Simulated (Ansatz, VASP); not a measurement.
**InP in VASP and in Ansatz**

```xyz
2
Lattice="0.0000 2.9341 2.9341 2.9341 0.0000 2.9341 2.9341 2.9341 0.0000" Properties=species:S:1:pos:R:3 pbc="T T T"
In    0.0000    0.0000    0.0000
P     1.4670    1.4670    1.4670
```

Alike in both runs: functional r2SCAN; k mesh 8 × 8 × 8; occupations fermi-dirac, width 0.02 eV; no spin polarisation.

Ansatz relaxed the structure, and its values are those at the end. VASP's run is a single point on that final structure, the one shown.

|  | VASP | Ansatz |
| --- | --- | --- |
| version | VASP 6.6.1 | Ansatz 0.2.0 |
| potentials or method | VASP PAW PBE potentials, release 64 (In_d, P) | PAW plane waves |
| plane-wave cutoff (eV) | 520 | 500 |
| valence electrons in the cell | 18 | 18 |

|  | VASP | Ansatz | Ansatz less VASP |
| --- | --- | --- | --- |
| gap on the k mesh at the Fermi level (eV) | 1.15 | 1.14 | -0.009 |
| pressure (GPa) | 1.3 | 1.4 | +0.13 |

With one functional, cell and mesh, what is left measures potentials, basis and numerics. Ansatz warned: «stress_scf_threshold_loose».

Caveats: the PAW data sets were made with another functional, which shifts forces and pressure a little (VASP); spin-orbit coupling is left out, which moves the levels of the heavy elements. r2SCAN opens gaps a little over a GGA but as a rule still falls short of measured ones.
